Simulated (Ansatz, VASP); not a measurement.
**InAs in two plane-wave programs**

One calculation is typed for both programs; each brings its own data sets. How far apart do they land? The structure shown is the end of the Ansatz relaxation below.

Program: Ansatz 0.2.0. Level of theory: plane waves, with VASP 6.6.1 beside it; single point at PBEsol. Results are calculated unless marked as measured.

## (1) Set-up

Symmetry: I-4m2, No. 119, tetragonal system. The conventional cell has a = 4.338 Å, b = 4.338 Å, c = 5.966 Å, α = 90.00°, β = 90.00°, γ = 90.00°. In has 4 As at 2.63 Å nearest. Nearest to As lie 4 In at 2.63 Å. Farther neighbours are not listed.

## (2) Ansatz: relaxation, PBEsol

Ansatz runs on its PAW soft_1 files.

This run makes the geometry at which the two programs are then compared.

File input.yaml:

```yaml
crystal:
  lattice:
    - [4.32651093, 0.0, 0.0]
    - [0.0, 4.32651093, 0.0]
    - [0.0, 0.0, 5.96640562]
  atoms:
    - { symbol: In, position: [0.0, 0.0, 0.0] }
    - { symbol: In, position: [0.5, 0.5, 0.5] }
    - { symbol: As, position: [0.5, 1.0, 0.75] }
    - { symbol: As, position: [0.0, 0.5, 0.25] }
kpoints:
  mp_grid: { grid: [7, 7, 5] }
scf:
  occupations: { method: fermi_dirac, width: 0.02 }
hamiltonian:
  xc: pbesol
  pseudopotentials: { kind: paw, azcp: { folder: soft_1 }, xc_functional: pbe }
basis:
  ecutwfc: 600
output:
  forces: true
  stress: true
relax:
  f_tol: 0.005
  max_steps: 70
  cell: { stress_tol: 0.02, p_target: 0, fix: [c, alpha, beta, gamma] }
```

On the command line:

```console
$ ansatz run input.yaml --threads 4 --pin off --max-ram 10240MiB --backend cpu --events-out ev --progress --plain --runs-dir out
```

Numbers of over 12 decimals in the logs are rounded to 6 here.

Output:

```text
Engine: ansatz 0.2.0, aarch64-unknown-linux-gnu
Pseudopotentials: kind: paw
Pseudopotential: In, paw, valence charge 13, recommended cutoff 420 eV (normal), soft_1/In.paw.azcp
Pseudopotential: As, paw, valence charge 15, recommended cutoff 420 eV (normal), soft_1/As.paw.azcp
Functional definition: PBEsol
  exchange = pbesol_x
  correlation = pbesol_c
Crystal: 4 atoms, lattice volume = 111.683 Å³
Basis set: ecut = 600 eV, 3759 PW (Γ), exchange–correlation on 72×72×96 points (8 copies of the dense FFT grid, shifted against one another)
Bands: 34, of which v1, the nominal top of the filled ones, is band 28 counted from 1 (27 counted from 0)
Symmetry: 16 space group operations
Space group: I-4m2 (ITA 119), of the structure as read, at distance tolerance 4.8e-5 Å
k-points: 30 of 245 (time reversal used)
Non-local potential: In, projectors of the file, l = 0: 2, l = 1: 2, l = 2: 2, l = 3: 1
Non-local potential: As, projectors of the file, l = 0: 2, l = 1: 2, l = 2: 3, l = 3: 1
PAW form: soft (Blöchl's): semilocal exchange-correlation on the pseudo side does not see the compensation charge
PAW frozen core: In, regenerated for the run's functional, and the local potential with it (the file was generated under x = pbe(κ = 0.804, μ = 0.219515), c = pbe(β = 0.066725))
PAW frozen core: As, regenerated for the run's functional, and the local potential with it (the file was generated under x = pbe(κ = 0.804, μ = 0.219515), c = pbe(β = 0.066725))
PAW one-centre angular grid: In, 590 points (default); XC on 64 Gauss nodes
PAW one-centre angular grid: As, 590 points (default); XC on 64 Gauss nodes
Initial density: superposition of atomic densities (chi_scale 0.1, normalization cell, long waves kept (reshape's long-wave potential 0.00 eV rms))
Initial wavefunctions: pseudopotential atomic-orbital guess
Functional: x = pbesol(κ = 0.804, μ = 0.123457), c = pbesol(β = 0.046)
SCF iter   1: F=—  HF=-20677.965154 eV  |F-HF|=—  |Δ(HF+E_count)|=         —  Δρ=2.84e-2  dr2=7.24e-1  ethr=3.10e-3  ⟨swp⟩=6.4  Hψ=4288  notcnv=0
preconditioner: auto → Resta (q_TF=auto, 2.432 Å⁻¹)  ε∞=3.3  [insulator: Δε(μ)=0.118 eV  Ē_g=13.920 eV  σ=0.020 eV  W_gap=0.89  n_scr=28 (ndim 8)  ℏωp=21.1 eV  f_vac=0.009  D(μ)=0.06/eV (n_scr^D=0)  ε∞_Penn≈3.3]
SCF iter   2: F=—  HF=-20677.839103 eV  |F-HF|=—  |Δ(HF+E_count)|=   1.26e-1  Δρ=1.64e-2  dr2=2.56e-1  ethr=1.29e-3  ⟨swp⟩=2.0  Hψ=1387  notcnv=0  defer=51
SCF iter   3: F=—  HF=-20677.782269 eV  |F-HF|=—  |Δ(HF+E_count)|=   5.68e-2  Δρ=1.72e-3  dr2=3.68e-3  ethr=4.57e-4  ⟨swp⟩=2.9  Hψ=1870  notcnv=0  defer=51
SCF iter   4: F=—  HF=-20677.784144 eV  |F-HF|=—  |Δ(HF+E_count)|=   1.87e-3  Δρ=5.78e-4  dr2=6.39e-4  ethr=6.57e-6  ⟨swp⟩=2.0  Hψ=1638  notcnv=0  defer=51
SCF iter   5: F=—  HF=-20677.784566 eV  |F-HF|=—  |Δ(HF+E_count)|=   4.22e-4  Δρ=1.39e-4  dr2=2.53e-5  ethr=1.14e-6  ⟨swp⟩=2.0  Hψ=1891  notcnv=0  defer=51
SCF iter   6: F=—  HF=-20677.784611 eV  |F-HF|=—  |Δ(HF+E_count)|=   4.50e-5  Δρ=4.87e-5  dr2=3.47e-6  ethr=4.51e-8  ⟨swp⟩=2.0  Hψ=1814  notcnv=0  defer=51
SCF iter   7: F=—  HF=-20677.784607 eV  |F-HF|=—  |Δ(HF+E_count)|=   3.98e-6  Δρ=1.86e-5  dr2=2.94e-7  ethr=6.20e-9  ⟨swp⟩=2.0  Hψ=1812  notcnv=0  defer=51
SCF iter   8: F=-20677.784608 eV  HF=-20677.784608 eV  |F-HF|=8.17e-9  |Δ(HF+E_count)|=   7.63e-7  Δρ=3.18e-6  dr2=8.19e-9  ethr=1.79e-10  ⟨swp⟩=4.8  Hψ=3448  notcnv=0
SCF 1 converged in 8 iterations: F = -20677.784608 eV  dr2 = 8.19e-9
  greatest PAW one-centre occupation: 0.999 electrons in one spin orbital (limit 2), on the As atom at site 3 (counted from 0), in its partial waves of l = 2
relax step   1: F+E_penalty+E_count = -20677.78460799 eV  Δ(F+E_penalty+E_count) = +0.000e0 eV  max|allowed force component| = 2.461e-17 eV/Å  Δτ_max = 0.0000 Å  P = +0.569 GPa  Ω = 111.683 Å³  fix = [c, alpha, beta, gamma]  reactions: c +1.045 GPa  (8 SCF iters, dr2 threshold 1.00e-7 eV, accepted)
[...]
relax step   2: F+E_penalty+E_count = -20677.78511262 eV  Δ(F+E_penalty+E_count) = -5.046e-4 eV  max|allowed force component| = 9.845e-17 eV/Å  Δτ_max = 0.0000 Å  P = +0.161 GPa  Ω = 112.472 Å³  energy of the carried Pulay correction = -1.913e-5 eV  fix = [c, alpha, beta, gamma]  reactions: c +0.713 GPa  (5 SCF iters, dr2 threshold 2.74e-7 eV, accepted)
[...]
relax step   3: F+E_penalty+E_count = -20677.78519189 eV  Δ(F+E_penalty+E_count) = -7.927e-5 eV  max|allowed force component| = 1.203e-17 eV/Å  Δτ_max = 0.0000 Å  P = +0.265 GPa  Ω = 112.267 Å³  energy of the carried Pulay correction = -1.418e-5 eV  fix = [c, alpha, beta, gamma]  reactions: c +0.798 GPa  (4 SCF iters, dr2 threshold 3.32e-8 eV, accepted)
[...]
relax step   4: F+E_penalty+E_count = -20677.78520607 eV  Δ(F+E_penalty+E_count) = -1.418e-5 eV  max|allowed force component| = 1.149e-17 eV/Å  Δτ_max = 0.0000 Å  P = +0.265 GPa  Ω = 112.267 Å³  fix = [c, alpha, beta, gamma]  reactions: c +0.798 GPa  stress off target by 9.69e-4 GPa on what of the cell is left free  SCF on the basis re-selected at this cell (its energy is not comparable with the rows above)  (6 SCF iters)
basis re-selected at this cell: Δ(F+E_penalty+E_count) = -1.418e-5 eV, ΔP = -0.000 GPa vs the last step (what re-selecting the basis moved, of the pressure what is left beyond the Pulay correction that the steps carried, after the strain that the cell walked since its last selection, with what the two solves' SCF thresholds leave and, on support functions, any second-order correction that the steps lacked; it is no m [...]
SCF converged after 6 iterations
Free energy (F): -20677.785206 eV
Harris-Foulkes:  -20677.785206 eV  (|F-HF|=0.00e0)
Internal energy: -20677.785124 eV  (E = F + TS)
E sigma→0 (E₀):  -20677.785165 eV
Entropy (-TS):   -0.000082 eV (-0.021 meV/atom)
Fermi energy:    7.363586 eV
--- Per-component energies (eV) ---
  E_band       = -650.796805
  E_kinetic    = 633.530694
  E_local      = -6998.438150  (includes V_loc(G=0)·N_el)
  E_nonlocal   = -126.801065
  E_hartree    = 3474.899503
  E_xc         = -422.895411
  E_vxc        = -326.195836  (∫ρ·V_xc dr)
  E_paw        = -12219.235474  (= ΣΔE_a)
  E_vpaw       = -782.691395  (= ΣTr[D̂ρ^β])
  E_aug_tail   = -0.000086  (compensation charges beyond the density's cutoff)
  E_ewald      = -5021.249802
  E_core_change = 2.404667  (= ΣΔE_core)
  E_smearing   = -0.000082  (= −TS)
  E_closure    = -0.000000  (closes the sum)
  Σ components = -20677.785206   (vs F -20677.785206, Δ=0.00e0)
--- Forces (eV/Å), atoms counted from 1 ---
  atom   1  In     0.00000000     0.00000000     0.00000000
  atom   2  In     0.00000000     0.00000000     0.00000000
  atom   3  As     0.00000000     0.00000000    -0.00000000
  atom   4  As    -0.00000000     0.00000000     0.00000000
  max |Σ_I F_I| component: 4.16e-17 eV/Å
--- Stress (GPa, compression-positive) ---
       -0.000969       0.000000      -0.000000
        0.000000      -0.000969       0.000000
        0.000000       0.000000       0.797813
  P = ⅓ Tr σ = 0.2653 GPa (2.653 kbar)
--- Relaxed structure (3 steps of the walk, 3 accepted, 1 SCFs on fresh bases) ---
  F+E_penalty+E_count = -20677.78520607 eV   max|allowed force component| = 1.149e-17 eV/Å   (the final SCF, on the basis selected at the relaxed cell)
  cell:  # Å, volume = 112.2671 Å³
    - [4.337803, 0, 0]
    - [0, 4.337803, 0]
    - [0, 0, 5.96640562]
  atoms:
    - { symbol: In, position: [0, 0, 0] }
    - { symbol: In, position: [0.5, 0.5, 0.5] }
    - { symbol: As, position: [0.5, 1.0, 0.75] }
    - { symbol: As, position: [0, 0.5, 0.25] }
```

Reading the cycles: dr2 is the Hartree energy of the density residual (eV), the measure of convergence; HF is the Harris–Foulkes estimate of the energy, which meets the free energy F at convergence.

## (3) VASP: single point, PBEsol, pair 1

The same cell, functional, mesh and smearing now go to VASP, with its own data sets.

Lines of VASP's logs that name or quote its potential files are left out, and so is its time.

File INCAR:

```
SYSTEM = InAs
PREC = Accurate
ENCUT = 500
EDIFF = 1E-06
NELM = 120
ISMEAR = -1
SIGMA = 0.02
LREAL = .FALSE.
ALGO = Normal
GGA = PS
NBANDS = 24
LORBIT = 11
LWAVE = .FALSE.
LCHARG = .FALSE.
ISIF = 2
LASPH = .TRUE.
GGA_COMPAT = .FALSE.
EFERMI = MIDGAP
KPAR = 2
```

File POSCAR:

```
InAs
1.0
    4.3378029902      0.0000000000      0.0000000000
    0.0000000000      4.3378029902      0.0000000000
    0.0000000000      0.0000000000      5.9664056200
In As
2 2
Direct
    0.0000000000      0.0000000000      0.0000000000
    0.5000000000      0.5000000000      0.5000000000
    0.5000000000      0.0000000000      0.7500000000
    0.0000000000      0.5000000000      0.2500000000
```

File KPOINTS:

```
Automatic mesh
0
Gamma
7 7 5
0 0 0
```

The projector-augmented-wave data sets are In_d and As (PBE family, release 64).

On the command line:

```console
$ mpirun -np 2 vasp_std
```

Output:

```text
[banner, memory and clock lines left out]
running    2 mpi-ranks, on    1 nodes
 distrk:  each k-point on    1 cores,    2 groups
 distr:  one band on    1 cores,    1 groups

 POSCAR found type information on POSCAR InAs
 POSCAR found :  2 types and       4 ions
|                                                                             |
|               ----> ADVICE to this user running VASP <----                  |
|                                                                             |
|     You enforced a specific xc type in the INCAR file but a different       |
|     [... a line on the potential file left out ...]
|     I HOPE YOU KNOW WHAT YOU ARE DOING!                                     |
|                                                                             |

 LDA part: xc-table for (Slater+PW92), standard interpolation
 POSCAR, INCAR and KPOINTS ok, starting setup
 FFT: planning ... GRIDC
 FFT: planning ... GRID_SOFT
 FFT: planning ... GRID
 WAVECAR not read
 entering main loop
       N       E                     dE             d eps       ncg     rms          rms(c)
DAV:   1     0.288132188901E+03    0.28813E+03   -0.16239E+04  1440   0.160E+03
DAV:   2     0.935110018115E+01   -0.27878E+03   -0.27198E+03  1520   0.386E+02
DAV:   3    -0.166103634924E+02   -0.25961E+02   -0.25806E+02  1872   0.134E+02
DAV:   4    -0.175014159914E+02   -0.89105E+00   -0.89052E+00  1608   0.278E+01
DAV:   5    -0.175551765053E+02   -0.53761E-01   -0.53758E-01  2400   0.577E+00    0.619E+00
DAV:   6    -0.170285573232E+02    0.52662E+00   -0.10015E+00  1968   0.149E+01    0.334E+00
DAV:   7    -0.169744831551E+02    0.54074E-01   -0.41955E-01  2280   0.465E+00    0.890E-01
DAV:   8    -0.169699566160E+02    0.45265E-02   -0.46308E-02  2144   0.266E+00    0.365E-01
DAV:   9    -0.169698475879E+02    0.10903E-03   -0.36995E-03  2288   0.846E-01    0.152E-01
DAV:  10    -0.169700622699E+02   -0.21468E-03   -0.42540E-04  2120   0.165E-01    0.964E-02
DAV:  11    -0.169701134948E+02   -0.51225E-04   -0.28378E-04  1704   0.201E-01    0.831E-02
DAV:  12    -0.169701127992E+02    0.69565E-06   -0.25650E-05  1576   0.450E-02    0.269E-02
DAV:  13    -0.169701117263E+02    0.10729E-05   -0.42826E-06  1576   0.138E-02    0.156E-02
DAV:  14    -0.169701118595E+02   -0.13325E-06   -0.93952E-07  1088   0.590E-03
   1 F= -.16970112E+02 E0= -.16970071E+02  d E =-.820444E-04
```

OUTCAR, selected parts (step 3):

```text
ion  position               nearest neighbor table
   1  0.000  0.000  0.000-   3 2.63   4 2.63   4 2.63   3 2.63
   2  0.500  0.500  0.500-   3 2.63   4 2.63   3 2.63   4 2.63
   3  0.500  0.000  0.750-   1 2.63   2 2.63   2 2.63   1 2.63
   4  0.000  0.500  0.250-   1 2.63   2 2.63   1 2.63   2 2.63

  LATTYP: Found a simple tetragonal cell.
 ALAT       =     4.3378029902
 C/A-ratio  =     1.3754441208

 Subroutine GETGRP returns: Found  8 space group operations
 (whereof  8 operations were pure point group operations)

The static configuration has the point symmetry D_2d.

 Found     30 irreducible k-points:

   k-points           NKPTS =     30   k-points in BZ     NKDIM =     30   number of bands    NBANDS=     24

   dimension x,y,z NGX =    32 NGY =   32 NGZ =   48
   dimension x,y,z NGXF=    64 NGYF=   64 NGZF=   96

   ENCUT  =  500.0 eV  36.75 Ry    6.06 a.u.   7.91  7.91 10.88*2*pi/ulx,y,z

   NELECT =      36.0000    total number of electrons

 k-points in reciprocal lattice and weights: Automatic mesh
   0.00000000  0.00000000  0.00000000       0.004
   0.14285714  0.00000000  0.00000000       0.016
   0.28571429  0.00000000  0.00000000       0.016
   0.42857143  0.00000000  0.00000000       0.016
   0.14285714  0.14285714  0.00000000       0.016
   0.28571429  0.14285714  0.00000000       0.033
   0.42857143  0.14285714  0.00000000       0.033
   0.28571429  0.28571429  0.00000000       0.016
   0.42857143  0.28571429  0.00000000       0.033
[...]
0.42857143  0.28571429  0.40000000       0.065
   0.42857143  0.42857143  0.40000000       0.033

 average (electrostatic) potential at core
       1 -96.5638       2 -96.5638       3 -49.6421       4 -49.6421

 E-fermi :   4.2472

 k-point     1 :       0.0000    0.0000    0.0000
  band No.  band energies     occupation
    ...
     14       1.8264      2.00000
     15       1.8264      2.00000
     16       3.8553      2.00000
     17       4.1767      1.94271
     18       4.1767      1.94271
     19       4.3025      0.11862
     20       5.6013      0.00000
     21       6.0371      0.00000
     22       8.0373      0.00000
     23       8.0909      0.00000
    ...

 k-point     2 :       0.1429    0.0000    0.0000
  band No.  band energies     occupation
    ...
     14       1.3678      2.00000
     15       1.9501      2.00000
     16       2.4390      2.00000
     17       3.8939      2.00000
     18       4.0953      1.99899
     19       5.2881      0.00000
     20       5.8824      0.00000
     21       6.8492      0.00000
     22       8.0347      0.00000
     23       8.2191      0.00000
    ...

 k-point     3 :       0.2857    0.0000    0.0000
  band No.  band energies     occupation
    ...
     14       0.9360      2.00000
     15       0.9410      2.00000
     16       2.3003      2.00000
     17       2.9395      2.00000
     18       3.8276      2.00000
     19       6.0882      0.00000
     20       6.2127      0.00000
     21       8.2890      0.00000
     22       8.5956      0.00000
     23       8.6804      0.00000
    ...

  Total        0.0514025      0.0514025      0.6110996      0.0000000      0.0000000      0.0000000
  in kB        0.7335715      0.7335715      8.7210785      0.0000000      0.0000000      0.0000000
  external PRESSURE =       3.3960738 kB  Pullay stress =       0.0000000 kB

  energy-cutoff  :      500.00
  volume of cell :      112.27
      direct lattice vectors                 reciprocal lattice vectors
     4.337802990  0.000000000  0.000000000     0.230531447  0.000000000  0.000000000
     0.000000000  4.337802990  0.000000000     0.000000000  0.230531447  0.000000000
     0.000000000  0.000000000  5.966405620     0.000000000  0.000000000  0.167605098

 POSITION                                       TOTAL-FORCE (eV/Angst)
 -----------------------------------------------------------------------------------
      0.00000      0.00000      0.00000        -0.000000      0.000000     -0.000000
      2.16890      2.16890      2.98320         0.000000     -0.000000     -0.000000
      2.16890      0.00000      4.47480        -0.000000      0.000000      0.000000
      0.00000      2.16890      1.49160        -0.000000      0.000000      0.000000
 -----------------------------------------------------------------------------------
    total drift:                                0.000000      0.000000     -0.000000

  FREE ENERGIE OF THE ION-ELECTRON SYSTEM (eV)
  ---------------------------------------------------
  free  energy   TOTEN  =       -16.9701118595 eV

  energy  without entropy=      -16.9700298151  energy(sigma->0) =      -16.97007084

 total charge
# of ion       s       p       d       tot
------------------------------------------
    1        0.849   0.722   9.887  11.458
    2        0.849   0.722   9.887  11.458
    3        1.225   1.550   0.021   2.797
    4        1.225   1.550   0.021   2.797
--------------------------------------------------
tot          4.148   4.545  19.817  28.510

[... 3 further parts left out ...]
```

The run ends at a pressure of 0.34 GPa.

## (4) Comparison

Known differences besides the potentials themselves: the data sets hold 56 valence electrons in Ansatz (on its PAW soft_1 files) and 36 in VASP; the cutoff is 600 eV in Ansatz and 500 eV in VASP; Ansatz makes its cores anew for this functional, VASP keeps those of its PBE data sets; Ansatz's pressure holds a Pulay correction, VASP's none. Total energies have different zeros and are not compared.

The two programs side by side:

| quantity | Ansatz | VASP | difference |
| --- | --- | --- | --- |
| pressure (GPa) | 0.27 | 0.34 | -0.07 |
| gap on the k mesh (eV) | 0.125 | 0.126 | 0.000 |

A gap on the mesh is an upper bound, since the band edges may lie between its points.

## (5) Ansatz: relaxation, PBEsol

This run makes the geometry at which the two programs are then compared. The cell compared in this pair holds 111.96 Å³, against 112.27 Å³ for the pair before.

The structure compared here is the end of the Ansatz relaxation.

input.yaml, as its differences from that of step 2:

```diff
@@ -2,5 +2,5 @@
   lattice:
-    - [4.32651093, 0.0, 0.0]
-    - [0.0, 4.32651093, 0.0]
-    - [0.0, 0.0, 5.96640562]
+    - [4.337273395, 0.0, 0.0]
+    - [0.0, 4.337273395, 0.0]
+    - [0.0, 0.0, 5.90552393]
   atoms:
```

On the command line:

```console
$ ansatz run input.yaml --threads 4 --pin off --max-ram 10240MiB --backend cpu --events-out ev --progress --plain --runs-dir out
```

Output:

```text
[...]
Crystal: 4 atoms, lattice volume = 111.094 Å³
Basis set: ecut = 600 eV, 3719 PW (Γ), exchange–correlation on 72×72×96 points (8 copies of the dense FFT grid, shifted against one another)
Bands: 34, of which v1, the nominal top of the filled ones, is band 28 counted from 1 (27 counted from 0)
Symmetry: 16 space group operations
[...]
k-points: 30 of 245 (time reversal used)
[...]
0.000000      -0.000000       1.212477
  P = ⅓ Tr σ = 0.4027 GPa (4.027 kbar)
--- Relaxed structure (3 steps of the walk, 3 accepted, 1 SCFs on fresh bases) ---
[...]
cell:  # Å, volume = 111.9591 Å³
    - [4.354121, 0, 0]
    - [0, 4.354121, 0.0]
    - [0, 0.0, 5.90552393]
  atoms:
    - { symbol: In, position: [0, 0, 0] }
    - { symbol: In, position: [0.5, 0.5, 0.500000] }
    - { symbol: As, position: [0.5, 1.0, 0.750000] }
    - { symbol: As, position: [0, 0.5, 0.250000] }
[key lines of the parts left out:]
SCF converged after 7 iterations
Free energy (F): -20677.777970 eV
Fermi energy:    7.408188 eV
```

(Continued in part 2 of 2.)

[Lines on the potential files, build, host, timing and source positions are cut from VASP's logs without a mark.]

[Logs are printed without paths, hosts, clocks, repeated set-up lines and the standing remarks that a program may print on its own settings, such as how far it seeks lower states.]

[Hosts, paths, dates, database ids (printed as entryN), source tags and the programs' standing remarks are cut or masked in the printed files.]
